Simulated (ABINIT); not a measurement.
**A GW chain in ABINIT: BN (P6_3mc)**

Wanted: ground state, empty states, screening and self-energy for BN (P6_3mc).

Method: PBEsol and many-body steps on it, plane waves, in ABINIT 10.8.3.

The database entry behind the starting cell has ideal inner coordinates that were not refined, so it need not match the best structure at ambient conditions.

## Step 1: Set-up

Symmetry: P6_3mc, No. 186, hexagonal system. The conventional cell has a = 2.536 Å, b = 2.536 Å, c = 4.199 Å, α = 90.00°, β = 90.00°, γ = 120.00°. Nearest to B lie 4 N at 1.56 to 1.57 Å. Nearest to N lie 4 B at 1.56 to 1.57 Å. Farther neighbours and most contacts between anions are not listed.

As a file:

```cif
data_structure
_symmetry_space_group_name_H-M 'P 1'
_symmetry_Int_Tables_number 1
_cell_length_a 2.5360
_cell_length_b 2.5360
_cell_length_c 4.1990
_cell_angle_alpha 90.000
_cell_angle_beta 90.000
_cell_angle_gamma 120.000
_cell_volume 23.39
loop_
_atom_site_label
_atom_site_type_symbol
_atom_site_fract_x
_atom_site_fract_y
_atom_site_fract_z
_atom_site_occupancy
B1 B 0.66667 0.33333 0.00000 1
B2 B 0.33333 0.66667 0.50000 1
N3 N 0.66667 0.33333 0.37500 1
N4 N 0.33333 0.66667 0.87500 1
```

The cell and positions come from the Crystallography Open Database and are kept as given unless a step says otherwise. This is not the form that BN usually takes at ambient conditions.

## Step 2: Ground state

This step: ABINIT 10.8.3; DFT, PBEsol, plane waves, norm-conserving pseudopotentials.

The ground-state density comes first.

Contents of run.abi:

```
acell 3*1.0 Angstrom
rprim 
  2.536000000002 -0.000000000000 0.000000000000
  -1.268000000000 2.196240423999 0.000000000000
  0.000000000000 0.000000000000 4.199000000000
ntypat 2
znucl 5 7
natom 4
typat 1 1 2 2
xred 
  0.666666666667 0.333333333333 0.000000000000
  0.333333333333 0.666666666667 0.500000000000
  0.666666666667 0.333333333333 0.375000000000
  0.333333333333 0.666666666667 0.875000000000
pp_dirpath "pseudos"
pseudos "B.upf, N.upf"
ecut 36
ngkpt 9 9 6
nshiftk 1
shiftk 0 0 0
kptopt 1
chksymbreak 0
nband 14
occopt 1
tolvrs 1e-10
nstep 60
prtwf 0
optforces 0
optstress 0
indata_prefix "in"
outdata_prefix "out"
tmpdata_prefix "tmp"
```

The run is started by

```
OMP_NUM_THREADS=1 mpirun -n 4 abinit run.abi > log
```

Numbers of over 12 decimals in the logs are rounded to 6 here.

The program printed:

```text
.Version 10.8.3 of ABINIT. v10.8.2 released Aug 2026.

 Symmetries : space group P6_3 m c (#186); Bravais hP (primitive hexag.)
================================================================================
 Values of the parameters that define the memory need of the present run
     intxc =       0    ionmov =       0      iscf =       7    lmnmax =       4
     lnmax =       4     mgfft =      45  mpssoang =       2    mqgrid =    3001
     natom =       4  nloc_mem =       1    nspden =       1   nspinor =       1
    nsppol =       1      nsym =      12    n1xccc =    2501    ntypat =       2
    occopt =       1   xclevel =       2
-    mband =          14        mffmem =           1         mkmem =          12
       mpw =        1665          nfft =       32805          nkpt =          48
================================================================================
  Rough estimation (10% accuracy) of disk space for files :
================================================================================

--------------------------------------------------------------------------------
------------- Echo of variables that govern the present computation ------------
--------------------------------------------------------------------------------
 -outvars: echo values of preprocessed input variables --------
            acell      1.8897261259E+00  1.8897261259E+00  1.8897261259E+00 Bohr

      chksymbreak           0
             ecut      3.60000000E+01 Hartree
-          fftalg         312

              ixc     -116133
              kpt      0.00000000E+00  0.00000000E+00  0.00000000E+00
                       1.11111111E-01  0.00000000E+00  0.00000000E+00
                       2.22222222E-01  0.00000000E+00  0.00000000E+00
                       3.33333333E-01  0.00000000E+00  0.00000000E+00
                       4.44444444E-01  0.00000000E+00  0.00000000E+00
                       1.11111111E-01  1.11111111E-01  0.00000000E+00
                       2.22222222E-01  1.11111111E-01  0.00000000E+00
                       3.33333333E-01  1.11111111E-01  0.00000000E+00
                       4.44444444E-01  1.11111111E-01  0.00000000E+00
   [... 37 further rows ...]
                       3.33333333E-01  2.22222222E-01  5.00000000E-01
                       3.33333333E-01  3.33333333E-01  5.00000000E-01
         kptrlatt        9    0    0      0    9    0      0    0    6
          kptrlen      4.31311091E+01
P           mkmem          12
            natom           4
            nband          14
            ngfft          27      27      45
             nkpt          48
            nstep          60
             nsym          12
           ntypat           2
              occ      2.000000  2.000000  2.000000  2.000000  2.000000  2.000000
                       2.000000  2.000000  0.000000  0.000000  0.000000  0.000000
                       0.000000  0.000000
        optforces           0
        optstress           0
            prtwf           0
            rprim      2.5360000000E+00 -0.0000000000E+00  0.0000000000E+00
[...]
spgroup         186

           tolvrs      1.00000000E-10

             xred      6.6666666667E-01  3.3333333333E-01 -1.9428902931E-16
[...]
znucl        5.00000    7.00000

================================================================================

 chkinp: Checking input parameters for consistency.

================================================================================
== DATASET  1 ==================================================================
-   mpi_nproc: 4, omp_nthreads: 1 (-1 if OMP is not activated)

--- !DatasetInfo
iteration_state: {dtset: 1, }
dimensions: {natom: 4, nkpt: 48, mband: 14, nsppol: 1, nspinor: 1, nspden: 1, mpw: 1665, }
cutoff_energies: {ecut:  36.0, pawecutdg:  -1.0, }
electrons: {nelect:   1.60000000E+01, charge:   0.00000000E+00, occopt:   1.00000000E+00, tsmear:   1.00000000E-02, }

 Real(R)+Recip(G) space primitive vectors, cartesian coordinates (Bohr,Bohr^-1):
 R(1)=  4.7923455  0.0000000  0.0000000  G(1)=  0.2086661  0.1204734  0.0000000
 R(2)= -2.3961727  4.1502929  0.0000000  G(2)=  0.0000000  0.2409468  0.0000000
 R(3)=  0.0000000  0.0000000  7.9349600  G(3)=  0.0000000  0.0000000  0.1260246
 Unit cell volume ucvol=  1.5782348E+02 bohr^3
 Angles (23,13,12)=  9.00000000E+01  9.00000000E+01  1.20000000E+02 degrees

 getcut: wavevector=  0.0000  0.0000  0.0000  ngfft=  27  27  45
         ecut(hartree)=     36.000   => boxcut(ratio)=   2.01065

--- Pseudopotential description ------------------------------------------------
- B Generated using ONCVPSP code by D. R. Hamann
-  5.00000   3.00000  180301                  znucl, zion, pspdat
12 -116133 1 -1 1534                          pspcod,pspxc,lmax,lloc,mmax
     nproj     2     2
  pspatm : epsatm=    3.20154509
         --- l  ekb(1:nproj) -->
[...]
pspatm: atomic psp has been read  and splines computed

- N Generated using ONCVPSP code by D. R. Hamann
-  7.00000   5.00000  180301                  znucl, zion, pspdat
12 -116133 1 -1 1058                          pspcod,pspxc,lmax,lloc,mmax
     nproj     2     2
  pspatm : epsatm=    5.26508482
         --- l  ekb(1:nproj) -->
[...]
pspatm: atomic psp has been read  and splines computed

   2.70932157E+02                                ecore*ucvol(ha*bohr**3)
--------------------------------------------------------------------------------

_setup2: Arith. and geom. avg. npw (full set) are    1627.907    1627.882

================================================================================

--- !BeginCycle
iteration_state: {dtset: 1, }
solver: {iscf: 7, nstep: 60, nline: 4, wfoptalg: 0, }
tolerances: {tolvrs: 1.00E-10, }

     iter   Etot(hartree)      deltaE(h)  residm     vres2
 ETOT  1  -26.654350494528    -2.665E+01 8.791E-02 1.809E+02
 ETOT  2  -26.689069441428    -3.472E-02 2.953E-02 1.187E+02
 ETOT  3  -26.741001070366    -5.193E-02 7.529E-03 6.757E-01
 ETOT  4  -26.741292587587    -2.915E-04 4.991E-03 5.689E-03
 ETOT  5  -26.741293995129    -1.408E-06 3.127E-03 4.254E-05
 ETOT  6  -26.741294004175    -9.046E-09 1.660E-03 7.629E-07
 ETOT  7  -26.741294004378    -2.031E-10 1.794E-03 2.018E-08
 ETOT  8  -26.741294004385    -6.374E-12 9.654E-04 1.023E-10
 ETOT  9  -26.741294004385     1.918E-13 9.999E-04 2.472E-12

 At SCF step    9       vres2   =  2.47E-12 < tolvrs=  1.00E-10 =>converged.

--- !ResultsGS
iteration_state: {dtset: 1, }
comment   : Summary of ground state results
lattice_vectors:
- [  4.7923455,  -0.0000000,   0.0000000, ]
- [ -2.3961727,   4.1502929,   0.0000000, ]
- [  0.0000000,   0.0000000,   7.9349600, ]
lattice_lengths: [   4.79235,    4.79235,    7.93496, ]
lattice_angles: [ 90.000,  90.000, 120.000, ] # degrees, (23, 13, 12)
lattice_volume:   1.5782348E+02
convergence: {deltae:  1.918E-13, res2:  2.472E-12, residm:  9.999E-04, diffor:  0.000E+00, }
etotal    :  -2.67412940E+01
entropy   :   0.00000000E+00
fermie    :   3.13182380E-01
cartesian_stress_tensor: null
pressure_GPa: null
xred      :
- [  6.6667E-01,   3.3333E-01,  -1.9429E-16,  B]
- [  3.3333E-01,   6.6667E-01,   5.0000E-01,  B]
- [  6.6667E-01,   3.3333E-01,   3.7500E-01,  N]
- [  3.3333E-01,   6.6667E-01,   8.7500E-01,  N]
cartesian_forces: null
force_length_stats: {min: null, max: null, mean: null, }

 Integrated electronic density in atomic spheres:
 ------------------------------------------------
 Atom  Sphere_radius  Integrated_density
[...]
4        2.00000          5.74574344
================================================================================

 ----iterations are completed or convergence reached----

 Mean square residual over all n,k,spin=   57.950E-07; max=  99.993E-05
 reduced coordinates (array xred) for    4 atoms
       0.666666666667      0.333333333333     -0.000000000000
       0.333333333333      0.666666666667      0.500000000000
       0.666666666667      0.333333333333      0.375000000000
       0.333333333333      0.666666666667      0.875000000000
 rms dE/dt=  0.0000E+00; max dE/dt=  0.0000E+00; dE/dt below (all hartree)
    1       0.000000000000      0.000000000000      0.000000000000
    2       0.000000000000      0.000000000000      0.000000000000
    3       0.000000000000      0.000000000000      0.000000000000
    4       0.000000000000      0.000000000000      0.000000000000

 cartesian coordinates (angstrom) at end:
    1      1.268000     0.732080    -0.000000
    2      6.7e-13     1.464160     2.099500
    3      1.268000     0.732080     1.574625
    4      6.7e-13     1.464160     3.674125
 length scales=  1.889726125908  1.889726125908  1.889726125908 bohr
              =  1.000000000000  1.000000000000  1.000000000000 angstroms
 prteigrs : about to open file out_EIG
 Fermi (or HOMO) energy (hartree) =   0.31318   Average Vxc (hartree)=  -0.48363
 Eigenvalues (hartree) for nkpt=  48  k points:
 kpt#   1, nband= 14, wtk=  0.00206, kpt=  0.0000  0.0000  0.0000 (reduced coord)
  -0.44125   -0.28497   -0.09466    0.23440    0.23440    0.30390    0.31318    0.31318
   0.62356    0.62356    0.62966    0.66947    0.71368    0.75417
 prteigrs : prtvol=0 or 1, do not print more k-points.

--- !EnergyTerms
iteration_state     : {dtset: 1, }
comment             : Components of total free energy in Hartree
kinetic             :  1.88154370718603E+01
hartree             :  3.54694844645594E+00
xc                  : -8.68454557756272E+00
Ewald energy        : -2.63954347709457E+01
psp_core            :  1.71667842266042E+00
local_psp           : -1.35821952004040E+01
non_local_psp       : -2.15818239644881E+00
total_energy        : -2.67412940043845E+01
total_energy_eV     : -7.27667679870643E+02
band_energy         :  2.52404373944826E-01

== END DATASET(S) ==============================================================
================================================================================

 -outvars: echo values of variables after computation  --------
           etotal     -2.6741294004E+01
            nband          14
             nkpt          48
          spgroup         186
 [... the other variables as echoed above ...]

 Calculation completed.
```

It took 8 s on 4 MPI ranks of Arm Neoverse V2, shared host; peak memory 0.27 GiB.

This step gave:

| Item | Value |
| --- | --- |
| total energy | -727.6677 eV |
| gap | 5.041 eV |
| k of the valence top | 0, 0, 0 |
| k of the conduction bottom | 0.3333, 0.3333, 0 |
| least direct gap | 8.317 eV |

The gap is indirect, with the least direct gap 3.28 eV higher.

(Continued in part 2 of 3.)

[Paths, hosts, dates, memory and timing lines, banners, echoed tables and standing remarks are left out of the program output.]

[Logs are printed without paths, hosts, clocks, repeated set-up lines and the standing remarks that a program may print on its own settings, such as how far it seeks lower states.]

[Runs of the session that timed out or met a known fault of the program may be left out.]

[Hosts, paths, dates, database ids (printed as entryN), source tags and the programs' standing remarks are cut or masked in the printed files.]

[G0W0 gaps are taken among the corrected bands and points alone; a level outside them can change the order at an edge.]

[Where Ansatz stands beside ABINIT at settings called matched, ABINIT's density can come from a denser mesh and the files from another edition; pairs whose starting gaps differed by over 0.03 eV were left out, so agreement reads better than it is.]
